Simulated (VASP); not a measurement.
# PbO (Litharge) (P4/nmm) in VASP: notebook

The runs below take PbO (Litharge) through single point, with LDA.

All numbers are computed with VASP 6.6.1; they aren't measurements. Logs are shortened: lines on timing, memory, paths and dates and some standing lists are left out, and cuts for length are marked.

## Step 1: The structure

Symmetry: P4/nmm, No. 129, tetragonal system. The conventional cell has a = 3.990 Å, b = 3.990 Å, c = 5.010 Å, α = 90.00°, β = 90.00°, γ = 90.00°. Around Pb (site symmetry 4mm) lie 4 O at 2.33 Å. O (site symmetry -4m2) is surrounded by 4 Pb at 2.33 Å.

## Step 2: Single point, LDA

INCAR

```
SYSTEM = PbO
PREC = Accurate ; ENCUT = 500
EDIFF = 1E-7 ; ISMEAR = 0
SIGMA = 0.05 ; LREAL = .False.
LASPH = .True. ; NELM = 100
ALGO = Normal ; ISIF = 2
LWAVE = .False. ; LCHARG = .False.
ADDGRID = .False.
```

KPOINTS

```
regular mesh
0
Gamma
  10 10 8
  0 0 0
```

POSCAR

```
PbO
1.0
    3.9900000000      0.0000000000      0.0000000000
    0.0000000000      3.9900000000      0.0000000000
    0.0000000000      0.0000000000      5.0100000000
Pb O
2 2
Direct
    0.5000000000      0.0000000000      0.7600000000
    0.0000000000      0.5000000000      0.2400000000
    0.5000000000      0.5000000000      0.0000000000
    0.0000000000      0.0000000000      0.0000000000
```

Potentials or basis: VASP PAW LDA potentials, release 64 (Pb_d, O).

Launch:

```bash
> cat potpaw_LDA.64/Pb_d/POTCAR potpaw_LDA.64/O/POTCAR > POTCAR
> mpirun -np 1 vasp_std > vasp.out
```

OUTCAR:

```text
SYSTEM = PbO
   PREC = Accurate
   ENCUT = 500
   EDIFF = 1E-7
   ISMEAR = 0
   LREAL = .False.
   LASPH = .True.
   NELM = 100
   ISIF = 2

 Found    105 irreducible k-points:

 Following reciprocal coordinates:
            Coordinates               Weight
  0.000000  0.000000  0.000000      1.000000
  0.100000  0.000000  0.000000      4.000000
  0.200000  0.000000  0.000000      4.000000
  0.300000  0.000000  0.000000      4.000000
  0.400000  0.000000  0.000000      4.000000
  0.500000  0.000000  0.000000      2.000000
   k-points           NKPTS =    105   k-points in BZ     NKDIM =    105   number of bands    NBANDS=     24
   number of dos      NEDOS =    301   number of ions     NIONS =      4
   total plane-waves  NPLWV =  36000
   dimension x,y,z NGX =    30 NGY =   30 NGZ =   40
   dimension x,y,z NGXF=    60 NGYF=   60 NGZF=   80
   ions per type =               2   2
   NGX,Y,Z   is equivalent  to a cutoff of  12.50, 12.50, 13.27 a.u.
   NGXF,Y,Z  is equivalent  to a cutoff of  25.00, 25.00, 26.55 a.u.
 SYSTEM =  PbO
   PREC   = accura    normal or accurate (medium, high low for compatibility)
   ISTART =      0    job   : 0-new  1-cont  2-samecut
   ICHARG =      2    charge: 1-file 2-atom 10-const
   ISPIN  =      1    spin polarized calculation?
   LNONCOLLINEAR =      F non collinear calculations
   LSORBIT =      F    spin-orbit coupling
   LASPH  =      T    aspherical Exc in radial PAW
   ENCUT  =  500.0 eV  36.75 Ry    6.06 a.u.   7.27  7.27  9.13*2*pi/ulx,y,z
   NELM   =    100;   NELMIN=  2; NELMDL= -5     # of ELM steps
   EDIFF  = 0.1E-06   stopping-criterion for ELM
   LREAL  =      F    real-space projection
   EDIFFG = 0.1E-05   stopping-criterion for IOM
   NSW    =      0    number of steps for IOM
   IBRION =     -1    ionic relax: 0-MD 1-quasi-New 2-CG
[... 8 lines left out ...]
   EMIN   =  10.00;   EMAX   =-10.00  energy-range for DOS
   EFERMI =   0.00;   METHOD = LEGACY
   ISMEAR =     0;   SIGMA  =   0.05  broadening in eV -4-tet -1-fermi 0-gaus
   EFERMI_NEDOS =   21; number of points for ismear=-14 and -15
   IALGO  =     38    algorithm
   IMIX   =      4    mixing-type and parameters
     AMIX     =   0.40;   BMIX     =  1.00
     AMIX_MAG =   1.60;   BMIX_MAG =  1.00
  volume/ion in A,a.u.               =      19.94       134.56
  Fermi-wavevector in a.u.,A,eV,Ry     =   1.300670  2.457909 23.017539  1.691741
  Thomas-Fermi vector in A             =   2.431853
   LORBIT       =      0    0 simple, 1 ext, 2 COOP (PROOUT), +10 PAW based schemes
   GGA     = CA    functional components
   LHFCALC =     F    Hartree Fock is set to
   AEXX    =    0.0000 exact exchange contribution
   IVDW    =     0    specifies the selected vdW correction
   LEPSILON=     F    determine dielectric tensor
   LRPA    =     F    only Hartree local field effects (RPA)
 non-spin polarized calculation
 Gauss-broadening in eV      SIGMA  =   0.05
  energy-cutoff  :      500.00
  volume of cell :       79.76
 maximum number of plane-waves:      2051
 NGX is ok and might be reduce to    30
   NGX = 15   NGY = 15   NGZ = 19

 number of electron      39.9999998 magnetization

 Free energy of the ion-electron system (eV)
  ---------------------------------------------------
  ext. energy  EPLUGINS =         0.00000000
  ---------------------------------------------------
  free energy    TOTEN  =       -24.37114133 eV

  energy without entropy =      -24.37114133  energy(sigma->0) =      -24.37114133

 E-fermi :   5.0403     XC(G=0): -10.2905

 val. band max:        4.7512352368   @ k =   0.1000   0.0000   0.0000
 cond. band min:       5.8430361717   @ k =   0.5000   0.5000   0.0000
 fundamental gap:      1.0918009349
 Fermi energy:         5.0403332940

 k-point     1 :       0.0000    0.0000    0.0000
  band No.  band energies     occupation
      1     -13.2575      2.00000
      2     -12.7827      2.00000
      3     -11.1809      2.00000
      4     -11.1809      2.00000
      5     -11.1161      2.00000
      6     -11.1032      2.00000
[... 16 lines left out ...]
     23      10.2418      0.00000
     24      10.2418      0.00000

 k-point     2 :       0.1000    0.0000    0.0000
  band No.  band energies     occupation
      1     -13.2365      2.00000
      2     -12.7884      2.00000
      3     -11.1758      2.00000
      4     -11.1754      2.00000
      5     -11.1088      2.00000
      6     -11.0975      2.00000
[... 16 lines left out ...]
     23      10.2943      0.00000
     24      10.5169      0.00000

 k-point     3 :       0.2000    0.0000    0.0000
  band No.  band energies     occupation
      1     -13.1804      2.00000
      2     -12.8066      2.00000
      3     -11.1612      2.00000
      4     -11.1597      2.00000
      5     -11.0872      2.00000
      6     -11.0804      2.00000
[... 16 lines left out ...]
     23      10.3150      0.00000
     24      10.4487      0.00000

 k-point     4 :       0.3000    0.0000    0.0000
  band No.  band energies     occupation
      1     -13.1043      2.00000
      2     -12.8397      2.00000
      3     -11.1392      2.00000
      4     -11.1361      2.00000
      5     -11.0652      2.00000
      6     -11.0536      2.00000
[... 16 lines left out ...]
     23      10.2233      0.00000
     24      10.6924      0.00000

 k-point     5 :       0.4000    0.0000    0.0000
  band No.  band energies     occupation
      1     -13.0241      2.00000
      2     -12.8882      2.00000
      3     -11.1127      2.00000
      4     -11.1096      2.00000
      5     -11.0679      2.00000
      6     -11.0619      2.00000
[... 16 lines left out ...]
     23      10.7290      0.00000
     24      10.9947      0.00000

 k-point     6 :       0.5000    0.0000    0.0000
  band No.  band energies     occupation
      1     -12.9506      2.00000
      2     -12.9506      2.00000
      3     -11.0856      2.00000
      4     -11.0856      2.00000
      5     -11.0852      2.00000
      6     -11.0852      2.00000
[... 16 lines left out ...]
     23      11.2670      0.00000
     24      11.2673      0.00000

 [... further k-points ...]
[... 5 lines left out ...]
  --------------------------------------------------------------------------------------
  -------------------------------------------------------------------------------------
  Total       -1.7467585     -1.7467585     -1.6585605      0.0000000      0.0000000      0.0000000
  in kB      -35.0881069    -35.0881069    -33.3164245      0.0000000      0.0000000      0.0000000
  external PRESSURE =     -34.4975461 kB  Pullay stress =       0.0000000 kB

 VOLUME and BASIS-vectors are now :
 -----------------------------------------------------------------------------
  energy-cutoff  :      500.00
  volume of cell :       79.76
      direct lattice vectors                 reciprocal lattice vectors
     3.990000000  0.000000000  0.000000000     0.250626566  0.000000000  0.000000000
     0.000000000  3.990000000  0.000000000     0.000000000  0.250626566  0.000000000
     0.000000000  0.000000000  5.010000000     0.000000000  0.000000000  0.199600798

 POSITION                                       TOTAL-FORCE (eV/Angst)
 -----------------------------------------------------------------------------------
      1.99500      0.00000      3.80760         0.000000      0.000000      0.537253
      0.00000      1.99500      1.20240        -0.000000      0.000000     -0.537253
      1.99500      1.99500      0.00000        -0.000000     -0.000000      0.000000
      0.00000      0.00000      0.00000        -0.000000      0.000000      0.000000
 -----------------------------------------------------------------------------------
    total drift:                                0.000000      0.000000      0.000000

  FREE ENERGIE OF THE ION-ELECTRON SYSTEM (eV)
  ---------------------------------------------------
  free  energy   TOTEN  =       -24.3711413302 eV

  energy  without entropy=      -24.3711413302  energy(sigma->0) =      -24.37114133
```

It took 3.1 min on 1 thread of Intel Xeon Platinum 8488C (Sapphire Rapids), shared host; peak memory 0.28 GiB.

The run converged, but some of its settings lie outside the range that counts as converged, so its numbers aren't taken as properties of the crystal.

Results:

* Free energy: -24.3711 eV
* Pressure: -3.4 GPa
* Largest force: 0.537 eV/Å
* Band gap on the k mesh: 1.09 eV, indirect (least direct gap 2.06 eV)

Caveat: spin-orbit coupling is left out, which as a rule narrows the gap of such compounds by several tenths of an eV.

## Step 3: Single point, LDA

Edit INCAR of step 2 so:

```diff
@@ -1,3 +1,3 @@
 SYSTEM = PbO
-PREC = Accurate ; ENCUT = 500
+PREC = Accurate ; ENCUT = 600
 EDIFF = 1E-7 ; ISMEAR = 0
```

KPOINTS is that of step 2.

POSCAR is that of step 2.

Potentials or basis: VASP PAW LDA potentials, release 64 (Pb_d, O).

Launch:

```bash
> cat potpaw_LDA.64/Pb_d/POTCAR potpaw_LDA.64/O/POTCAR > POTCAR
> mpirun -np 1 vasp_std > vasp.out
```

It took 3 min on 1 thread of Intel Xeon Platinum 8488C (Sapphire Rapids), shared host; peak memory 0.32 GiB.

These settings aren't checked as converged: the numbers below hold their error.

What came out:

```
Free energy            : -24.3754 eV
Pressure               : -3.5 GPa
Largest force          : 0.540 eV/Å
Band gap on the k mesh : 1.09 eV, indirect (least direct gap 2.06 eV)
```

Caveat: spin-orbit coupling is left out, which as a rule narrows the gap of such compounds by several tenths of an eV.

## Step 4: Single point, LDA

Edit INCAR of step 3 so:

```diff
@@ -1,3 +1,3 @@
 SYSTEM = PbO
-PREC = Accurate ; ENCUT = 600
+PREC = Accurate ; ENCUT = 900
 EDIFF = 1E-7 ; ISMEAR = 0
```

KPOINTS

```
regular mesh
0
Gamma
  8 8 7
  0 0 0
```

POSCAR is that of step 3.

Launch:

```bash
> cat potpaw_LDA.64/Pb_d/POTCAR potpaw_LDA.64/O/POTCAR > POTCAR
> mpirun -np 1 vasp_std > vasp.out
```

Run time: 3.2 min. Hardware: 1 thread of Intel Xeon Platinum 8488C (Sapphire Rapids), shared host; peak memory 0.37 GiB.

These settings aren't checked as converged: the numbers below hold their error.

Results:

```yaml
Free_energy: -24.3835 eV
Pressure: -3.3 GPa
Largest_force: 0.545 eV/Å
Band_gap_on_the_k_mesh: 1.10 eV, indirect (least direct gap 2.06 eV)
```

Caveat: spin-orbit coupling is left out, which as a rule narrows the gap of such compounds by several tenths of an eV; an odd mesh through Γ misses points on the zone boundary, where band edges often lie.
